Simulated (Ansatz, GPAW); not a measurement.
Given: the input of a run of GPAW 26.7.0 (ASE script) on ZrC. 

run.py

```python
from ase import Atoms
from ase.dft.bandgap import bandgap
from ase.io import write
from ase.units import GPa
from gpaw import GPAW, PW

atoms = Atoms(['Zr', 'C'],
              cell=[[0.0, 2.365, 2.365],
                    [2.365, 0.0, 2.365],
                    [2.365, 2.365, 0.0]],
              scaled_positions=[[0.5, 0.5, 0.5],
                                [0.0, 0.0, 0.0]],
              pbc=True)

calc = GPAW(mode=PW(800),
            xc='PBE',
            kpts={'size': (10, 10, 10), 'gamma': True},
            occupations={'name': 'methfessel-paxton', 'order': 0, 'width': 0.026000000000000002},
            nbands=18,
            convergence={'density': 1e-05, 'energy': 1e-05},
            maxiter=150,
            txt='gpaw.txt')
atoms.calc = calc
energy = atoms.get_potential_energy()
forces = atoms.get_forces()
stress = atoms.get_stress()
calc.write('gs.gpw')
write('result.traj', atoms)
print(f'Energy: {energy:.6f} eV')
print('Forces (eV/A):')
print(forces.round(4))
print('Stress (GPa):', (stress / GPa).round(3))
print('Fermi level:', round(calc.get_fermi_level(), 4), 'eV')
print(f'Gap: {bandgap(calc)[0]:.4f} eV, direct: {bandgap(calc, direct=True)[0]:.4f} eV')
```

Potentials or basis: GPAW PAW data sets (gpaw-data 1.2.1), pw.

Run with:

```bash
$ OMP_NUM_THREADS=1 python run.py
```

Problem. Translate it to Ansatz 0.2.0. Potentials or basis there: all-electron LAPW, scalar-relativistic.

Solution. As run (cutoffs and basis follow the program's own potentials, and thresholds, step limits or extra output files can differ):

File input.yaml:

```yaml
crystal:
  lattice:
    - [0.0, 2.365, 2.365]
    - [2.365, 0.0, 2.365]
    - [2.365, 2.365, 0.0]
  atoms:
    - { symbol: Zr, position: [0.5, 0.5, 0.5] }
    - { symbol: C, position: [0.0, 0.0, 0.0] }
kpoints:
  mp_grid: { grid: [10, 10, 10] }
scf:
  occupations: { method: gaussian, width: 0.026 }
hamiltonian:
  xc: pbe
  pseudopotentials: { kind: all_electron, lapw: { basis_error: 0.001 } }
output:
  forces: true
  stress: true
  eigenvalues: true
```

Potentials or basis: all-electron LAPW, scalar-relativistic.

Command:

```bash
$ ansatz run input.yaml --threads 1 --pin off --max-ram 3072MiB --backend cpu --events-out ev --progress --plain --runs-dir out
```

Both were run:

|  | GPAW | Ansatz |
| --- | --- | --- |
| Pressure | -3.9 GPa | -2.9 GPa |

Where Ansatz's input types no cutoff or centring, it takes its own default and a Γ-centred mesh.

Pressure is positive in compression.
